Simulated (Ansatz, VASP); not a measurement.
**One calculation of BN, two programs**

```
B N
1.0
     2.52295    0.00000    0.00000
    -1.26148    2.18494    0.00000
     0.00000    0.00000    6.55372
B N
2 2
Direct
  0.33333 0.66667 0.25000
  0.66667 0.33333 0.75000
  0.33333 0.66667 0.75000
  0.66667 0.33333 0.25000
```

Change from the starting cell: volume scaled by 0.98, ions relaxed.

Alike in both runs: functional PBE; k mesh 13 × 13 × 5; occupations fermi-dirac, width 0.02 eV; no spin polarisation.

Ansatz relaxed the structure, and its values are those at the end. VASP's run is a single point on that final structure, the one shown.

|  | VASP | Ansatz |
| --- | --- | --- |
| version | VASP 6.6.1 | Ansatz 0.2.0 |
| potentials or method | VASP PAW PBE potentials, release 64 (B, N) | plane-wave PAW, scalar-relativistic |
| plane-wave cutoff (eV) | 520 | 420 |
| valence electrons in the cell | 16 | 16 |

```tsv
	VASP	Ansatz	Ansatz less VASP
gap on the k mesh at the Fermi level (eV)	4.23	4.24	+0.006
pressure (GPa)	-1.8	-1.8	-0.08
```

The functional is the same, so the differences come from potentials, cutoffs and numerics. Ansatz warned: «stress_scf_threshold_loose».

Caveats: an odd mesh through Γ misses points on the zone boundary, where band edges often lie; this functional lacks dispersion, which binds the layers, so the pressure and a relaxed spacing across them are unreliable.
